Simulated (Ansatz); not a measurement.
Input of an Ansatz 0.2.0 run:

File input.yaml:

```yaml
crystal:
  lattice:
    - [0.0, 2.82685, 2.82685]
    - [2.82685, 0.0, 2.82685]
    - [2.82685, 2.82685, 0.0]
  atoms:
    - { symbol: As, position: [0.75, 0.75, 0.75] }
    - { symbol: Ga, position: [0.0, 0.0, 0.0] }
kpoints:
  mp_grid: { grid: [8, 8, 8] }
scf:
  occupations: { method: gaussian, width: 0.017 }
hamiltonian:
  xc: pbe
  pseudopotentials: { kind: all_electron, lapw: { basis_error: 0.001 } }
output:
  forces: true
  stress: true
  eigenvalues: true
```

Potentials or basis: all-electron LAPW, scalar-relativistic.

The run is started by

```bash
$ ansatz run input.yaml --threads 1 --pin off --max-ram 3072MiB --backend cpu --events-out ev --progress --plain --runs-dir out
```

Task: Estimate the pressure.

Result: 3.3 GPa.

Task: Predict the band gap on the k mesh.

Result: 0.52 eV, direct.

**Experimental background.**

“Evidence of valence band perturbations in GaAsN/GaAs(001): A combined variable-angle spectroscopic ellipsometry and modulated photoreflectance investigation”, 2008, arxiv:0805.2212 reports, for a bulk crystal of GaAs at 300 K: band gap 1.418 ± 0.005 eV (direct).

Measured gap of GaAs: 1.418 eV (direct; 300 K; “Evidence of valence band perturbations in GaAsN/GaAs(001): A combined variable-angle spectroscopic ellipsometry and modulated photoreflectance investigation”, 2008, arxiv:0805.2212). This calculation gives 0.52 eV (-0.90 eV). 3 values of this kind are on record (1.412 to 1.51 eV); this one was drawn at random among those near their median, those with a stated uncertainty first. Spin-orbit coupling on As, Ga is left out. The value is that of PBE on a finite k mesh, which can miss the band edges, without temperature or zero-point motion. Semilocal functionals fall short of measured gaps as a rule.
